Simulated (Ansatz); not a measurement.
Theory: DFT PBE, scalar-relativistic, plane waves, PAW in Ansatz. Settings: cutoff 420 eV, Γ-centred meshes spaced at most about 0.3 Å⁻¹, and about 0.25 Å⁻¹ or finer for metals (2π included), Gaussian smearing. No spin polarisation.

Each guess is relaxed in cell and atoms at zero pressure, on a coarse mesh first where it starts far from rest and then on a converged one. The steps can't lower the symmetry of the start, but it can rise. Energies are static (0 K, no zero-point motion).

Two unrelaxed guesses for Hf3C2:

Guess 1.

```xyz
5
Lattice="2.2867 1.3202 4.8426 -2.2867 1.3202 4.8426 0.0000 -2.6405 4.8426" Properties=species:S:1:pos:R:3 pbc="T T T"
Hf    0.0000    0.0000    8.6549
Hf    0.0000    0.0000    5.8731
Hf    0.0000    0.0000    0.0000
C     0.0000    0.0000    2.9063
C     0.0000    0.0000   11.6216
```

Guess 2.

```xyz
5
Lattice="4.1023 0.0000 0.0000 -2.0512 3.5527 0.0000 0.0000 0.0000 5.6928" Properties=species:S:1:pos:R:3 pbc="T T T"
Hf    0.0000    2.3685    3.6955
Hf    2.0512    1.1842    3.6955
Hf    0.0000    0.0000    1.5603
C     0.0000    0.0000    3.3122
C     0.0000    0.0000    0.0590
```

Question: Do they relax into the same structure? If not, which is lower?

Answer: No. Guess 2 ends lower, by 183 meV/atom. Guess 1: R-3m at 17.5 Å³/atom → R-3m at 17.3 Å³/atom; Guess 2: P6mm at 16.6 Å³/atom → P6/mmm at 18.8 Å³/atom. Counting C atoms around Hf (those within 1.25 times the shortest such distance or 1.15 times the sum of covalent radii; a slash parts the counts of unlike sites), the end of guess 1 has Hf 1/2 and the end of guess 2 has Hf 2/6. The end of guess 2 holds C–C pairs (shortest 1.37 Å); in the end of guess 1 the shortest C–C distance is 3.04 Å. End of guess 1. Conventional cell: a = 5.077 Å, c = 11.621 Å. Around Hf on a site of symmetry 3m lie 1 C at 2.03 Å and 7 Hf at 2.90–3.09 Å; Hf on a site of symmetry -3m is surrounded by 2 C at 2.33 Å and 6 Hf at 2.97 Å; around C lie 1 Hf at 2.03 Å and 1 Hf at 2.33 Å. End of guess 2. Conventional cell: a = 4.427 Å, c = 5.552 Å. Hf on a site of symmetry -6m2 is surrounded by 3 Hf at 2.56 Å and 6 C at 2.65 Å; around Hf on a site of symmetry 6/mmm lie 2 C at 2.09 Å; around C lie 1 C at 1.37 Å, 1 Hf at 2.09 Å and 6 Hf at 2.65 Å.

Ends held by symmetry can be saddle points. Neither end is the lowest form computed: that has space group P-3m1 (No. 164) and lies 1.76 eV/atom below the better end. Even the lowest of the cells shown lies +1.00 eV/atom against the elements. These runs have no spin–orbit coupling, which can matter for Hf. Some structure types and database cells were kept out of the candidates from the start, so a known form may be missing.
